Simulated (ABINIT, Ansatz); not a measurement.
This is a calculation of TaN for ABINIT 10.8.3 (patched build). The cell comes from a database or a generator and needn't be the stable form of this composition.

File run.abi:

```
# Pseudopotentials
pp_dirpath "./"
pseudos "Ta.GGA_PBE-JTH.xml, N.GGA_PBE-JTH.xml"

# Structure
acell 6.6575227216 6.6575227216 6.6575227216
rprim
     0.0000000000     0.7071067812     0.7071067812
     0.7071067812     0.0000000000     0.7071067812
     0.7071067812     0.7071067812     0.0000000000
ntypat 2
znucl 73 7
natom 2
typat 1 2
xcart
     0.0000000000     0.0000000000     0.0000000000
     1.2455718850     1.2455718850     1.2455718850 Angstrom

# Plane-wave basis
ecut 707.496042 eV
pawecutdg 48.0
pawxcdev 0

# k points
kptopt 1
ngkpt 9 9 9
nshiftk 1
shiftk 0.0 0.0 0.0

# Exchange and correlation
ixc 11

# Bands and occupations
nband 13
occopt 3
tsmear 0.00183747

# SCF cycle
nstep 100
tolvrs 1.0e-9

# Output
iomode 3
prtwf 0
prtden 0
prteig 0
prtebands 0
enunit 2
```

Potentials or basis: JTH PAW PBE v2.0.

Run with:

```sh
$ abinit run.abi > log 2>&1
```

**Question.** What does the same run look like in Ansatz 0.2.0? Potentials or basis there: Ansatz PAW, cutoff 420 eV.

**Answer.** As run (cutoffs and basis follow the program's own potentials, and thresholds, step limits or extra output files can differ):

Contents of input.yaml:

```yaml
crystal:
  lattice:
    - [0.0, 2.49114377, 2.49114377]
    - [2.49114377, 0.0, 2.49114377]
    - [2.49114377, 2.49114377, 0.0]
  atoms:
    - { symbol: Ta, position: [0.0, 0.0, 0.0] }
    - { symbol: "N", position: [0.25, 0.25, 0.25] }
hamiltonian:
  xc: pbe
  pseudopotentials: { kind: paw }
kpoints:
  mp_grid: { grid: [9, 9, 9] }
scf:
  occupations: { method: fermi_dirac, width: 0.05 }
output:
  forces: true
  stress: true
  eigenvalues: true
```

Potentials or basis: Ansatz PAW.

Launch:

```sh
$ ansatz run input.yaml --threads 1 --pin off --max-ram 3584MiB --backend cpu --events-out ev --progress --plain --runs-dir out
```

Both were run:

|  | ABINIT | Ansatz |
| --- | --- | --- |
| Pressure | -25.5 GPa | -25.5 GPa |

Ansatz's pressure holds a Pulay term of +0.33 GPa for its cutoff of 420 eV, which the other run lacks.

Where Ansatz's input types no cutoff or centring, it takes its own default and a Γ-centred mesh.

The cell lies far from this level's equilibrium.

Pressure is positive in compression.
